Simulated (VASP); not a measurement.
## RbCl: relaxation of cell and atoms with PBEsol

The system is RbCl.

```xyz
2
Lattice="0.0000 3.2740 3.2740 3.2740 0.0000 3.2740 3.2740 3.2740 0.0000" Properties=species:S:1:pos:R:3 pbc="T T T"
Rb    0.0000    0.0000    0.0000
Cl    3.2740    3.2740    3.2740
```

```yaml
Program: VASP 6.6.1
Task: relaxation of cell and atoms
Functional: PBEsol
Potentials_or_basis: VASP PAW PBE potentials, release 64 (Rb_sv, Cl)
Cutoff: 600 eV
k_mesh: 8 × 8 × 8
Occupations: gaussian, width 0.03 eV
Spin: no spin polarisation
Further_INCAR_settings: ALGO = Normal; EDIFF = 1e-06; IBRION = 2; EDIFFG = -0.01; NSW = 90; ISIF = 3
```

* Pressure after relaxing: 0.0 GPa
* Band gap on the k mesh: 4.89 eV, direct

Final structure:
```yaml
crystal:
  lattice:
    - [0.00000, 3.27400, 3.27400]
    - [3.27400, 0.00000, 3.27400]
    - [3.27400, 3.27400, 0.00000]
  atoms:
    - { symbol: Rb, position: [0.00000, 0.00000, 0.00000] }
    - { symbol: Cl, position: [0.50000, 0.50000, 0.50000] }
```

Levels at points of the mesh, in eV from the valence-band top:
| k point | band 5 | band 6 | band 7 | band 8 | band 9 | band 10 | band 11 | band 12 |
| --- | --- | --- | --- | --- | --- | --- | --- | --- |
| (0.00, 0.00, 0.00) | -7.90 | 0.00 | 0.00 | 0.00 | 4.89 | 7.91 | 7.91 | 7.91 |
| (0.50, 0.00, 0.00) | -7.87 | -0.91 | -0.36 | -0.36 | 7.65 | 7.92 | 10.14 | 10.14 |
| (0.50, 0.50, 0.00) | -8.01 | -0.33 | -0.10 | -0.10 | 6.07 | 8.01 | 9.64 | 10.04 |

Run time: 23 s on 1 thread of Intel(R) Xeon(R) Platinum 8375C CPU @ 2.90GHz (Ice Lake), on a shared host, peak memory 0.24 GiB.

Caveat: the relaxation stopped at its first step, so nothing moved; the PAW data sets were made with another functional, which shifts forces and pressure a little. A k mesh can miss the band edges.
